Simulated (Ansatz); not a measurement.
## HfC: energy less free atoms and pressure against volume per atom

Results calculated with Ansatz 0.2.0, not measured. Periodic Kohn-Sham DFT of a crystal at fixed atoms; pressure and stress are positive in compression; the energy is the free energy less that of spherical unpolarised free atoms; site moments are those in the method's own spheres, positive along +z.

Cell of the first row (space group Fm-3m, No. 225):
```
HfC
1.0
      0.0000     2.2779     2.2779
      2.2779     0.0000     2.2779
      2.2779     2.2779     0.0000
Hf C
1 1
Direct
  0.50000 0.50000 0.50000
  0.00000 0.00000 0.00000
```

Settings of every row: method all-electron LAPW; functional PBE; relativity scalar; k mesh 12x12x12; filling fermi-dirac; smearing width 0.05 eV; basis error target 0.25 meV/atom; nucleus gaussian.

Atom start moment: 0 on all atoms.

Limits: no spin-orbit coupling on heavy atoms.

| row | volume per atom (Å³) | energy less free atoms (eV/atom) | pressure (GPa) |
| --- | --- | --- | --- |
| 1 | 11.82 | -9.1586 | 16.567 |
| 2 | 12.191 | ? | ? |
| 3 | 12.568 | -9.1961 | 0.282 |
| 4 | 12.945 | -9.1888 | -6.275 |
| 5 | 13.322 | -9.1672 | -11.925 |

Question: what energy less free atoms and pressure should row 2 give?

Worked fit of energy less free atoms. Take u = (V_r/V)^(2/3) − 1 with V_r = 12.756 Å³ an atom, which is twice the finite (Eulerian) strain; such expansions in the strain, on which the Birch-Murnaghan equation of state is built, carry the rest volume and the bulk modulus. The shown rows have u = 0.05212, 0.00995, -0.00976, -0.02853. Least squares give energy less free atoms = −9.19439 − 0.3731 × u + 20.334 × u² eV/atom; a straight line predicts inner rows, each left out in turn, worse (root mean square 0.02 against 2.6e-05 eV/atom). All shown rows lie on it to the printed digit. Its lowest point lies at u = 0.0092, or V = 12.58 Å³ an atom, and the curvature there gives the bulk modulus at fixed shape and fractions, B = (4/9)(1 + u)² E″(u)/V = 234 GPa. The withheld row has u = 0.03066, so the fit gives −9.19439 − 0.3731 × (0.03066) + 20.334 × (0.03066)² = -9.1867 eV/atom.

The calculation gave -9.1867 eV/atom. The fit meets it to the printed digit.

Worked fit of pressure. Take u = (V_r/V)^(2/3) − 1 with V_r = 12.756 Å³ an atom, which is twice the finite (Eulerian) strain; such expansions in the strain, on which the Birch-Murnaghan equation of state is built, carry the rest volume and the bulk modulus. The shown rows have u = 0.05212, 0.00995, -0.00976, -0.02853. Least squares give pressure = −3.1119 + 333.127 × u + 852.42 × u² GPa; a straight line predicts inner rows, each left out in turn, worse (root mean square 0.84 against 0.014 GPa). The rows lie off it by 0.001, -0.005, 0.007, -0.003 (root mean square 0.0046 GPa). The pressure vanishes at u = 0.0091, or V = 12.58 Å³ an atom, and there the bulk modulus at fixed shape and fractions is B = −V dP/dV = (2/3)(1 + u) dP/du = 235 GPa. The withheld row has u = 0.03066, so the fit gives −3.1119 + 333.127 × (0.03066) + 852.42 × (0.03066)² = 7.903 GPa.

The calculation gave 7.892 GPa. The fit lies 0.011 GPa (0.039 % of the column's range) above it; its largest miss of a shown row is 0.007 GPa.
